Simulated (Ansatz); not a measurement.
**CO2: computed properties**

The calculation used DFT PBEsol, scalar-relativistic, plane waves, PAW in Ansatz.

Settings: cutoff 420 eV, Γ-centred mesh 8×8×8 on the computed 6-atom cell, Gaussian smearing of 0.02 eV; no spin polarisation.

The structure is relaxed at this level of theory with its symmetry kept. This form isn't the usual stable structure of the compound.

```yaml
crystal:
  lattice:
    - [-1.95895, 1.95895, 2.96865]
    - [1.95895, -1.95895, 2.96865]
    - [1.95895, 1.95895, -2.96865]
  atoms:
    - { symbol: C, position: [0.75000, 0.25000, 0.50000] }
    - { symbol: C, position: [0.00000, 0.00000, 0.00000] }
    - { symbol: O, position: [0.70777, 0.12500, 0.08277] }
    - { symbol: O, position: [0.04223, 0.62500, 0.91723] }
    - { symbol: O, position: [0.37500, 0.29223, 0.41723] }
    - { symbol: O, position: [0.87500, 0.95777, 0.58277] }
```

| Quantity | Value |
| --- | --- |
| Space group | I-42d (No. 122) |
| Volume per atom | 7.59 Å³ |
| Formation energy from the elements' standard states (uncorrected) | -1.029 eV/atom |
| Kohn–Sham band gap | 7.65 eV, indirect from N to Γ |
| Löwdin character of the top 1 eV of the valence band | O 2p 96 % |
| Löwdin character of the lowest 1 eV of the conduction band | C 2p 56 %, O 2p 17 %, O 2s 16 %, unprojected 7 % |
| Electron masses at the edge by Cartesian direction of the standard setting (m_e; degenerate bands sorted by energy; no spin-orbit coupling) | x: 1.5; y: 1.5; z: 0.62 |
| Hole masses at the edge by Cartesian direction of the standard setting (m_e; degenerate bands sorted by energy; no spin-orbit coupling) | x: 1.2; y: 2.4; z: 1.6 |
| Bulk modulus | 144 GPa |
| Its pressure derivative | 3.7 |
| Bader charges (e) | C (2 in the cell) 2.07, O (4 in the cell) -1.03 |

Cost: 8 runs of about 4.8 core-minutes in all, on Intel Xeon Platinum 8259CL (Skylake/Cascade Lake) (shared hosts).